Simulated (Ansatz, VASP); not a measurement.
**One calculation of Ge, two programs**

File POSCAR:

```
Ge
1.0
    1.4155346479     -2.6347372402      0.0000000000
    1.4155346479      2.6347372402      0.0000000000
    0.0000000000      0.0000000000      2.7337381113
Ge
1
Direct
    0.5000000000      0.5000000000      0.0000000000
```

INCAR.step1

```
SYSTEM = Ge
  PREC = Accurate
  ENCUT = 520
  ISMEAR = -1
  SIGMA = 0.05
  LREAL = .False.
  LASPH = .True.
  NELM = 60
  NBANDS = 13
  GGA = PE
  ALGO = Normal
  EDIFF = 1E-4
  LWAVE = .True.
  LCHARG = .False.
```

Contents of INCAR.step2:

```
SYSTEM = Ge
  PREC = Accurate
  ENCUT = 520
  EDIFF = 1E-6
  ISMEAR = -1
  SIGMA = 0.05
  LREAL = .False.
  LASPH = .True.
  NELM = 60
  ALGO = Normal
  ISIF = 2
  LWAVE = .False.
  LCHARG = .False.
  METAGGA = R2SCAN
  LMIXTAU = .True.
  NBANDS = 13
  ISTART = 1
```

File KPOINTS:

```
Automatic mesh
0
Gamma
  11 11 10
  0 0 0
```

File input.yaml:

```yaml
crystal:
  lattice:
    - [1.4155346479, -2.6347372402, 0.0]
    - [1.4155346479, 2.6347372402, 0.0]
    - [0.0, 0.0, 2.7337381113]
  atoms:
    - { symbol: Ge, position: [0.5, 0.5, 0.0] }
hamiltonian:
  xc: r2scan
  pseudopotentials: { kind: paw }
kpoints:
  mp_grid: { grid: [11, 11, 10] }
scf:
  occupations: { method: fermi_dirac, width: 0.05 }
output:
  forces: true
  stress: true
  eigenvalues: true
```

This isn't the form of Ge at room conditions, which is diamond.

Alike in both runs: task single point; functional r2SCAN; k mesh 11 × 11 × 10; occupations fermi-dirac, width 0.05 eV; no spin polarisation.

```csv
,VASP,Ansatz
version,VASP 6.6.1,Ansatz 0.2.0
potentials or method,"VASP PAW PBE potentials, release 64 (Ge_d)",Ansatz PAW
plane-wave cutoff (eV),520,500
valence electrons in the cell,14,14
```

VASP gave:

```
gap on the k mesh at the Fermi level (eV)       : none
pressure (GPa)                                  : -5.4
largest component of the traceless stress (GPa) : 1.44
```

Estimate Ansatz's values.

gap on the k mesh at the Fermi level (eV): none; pressure (GPa): -5.2; largest component of the traceless stress (GPa): 1.46.

A gap of «none» marks a metal or a gap that the smearing closes.

Caveats: the PAW data sets were made with another functional, which shifts forces and pressure a little (VASP); the PAW data sets come from PBE, with cores solved anew for the run's functional, which leaves a small shift of forces and pressure (Ansatz).
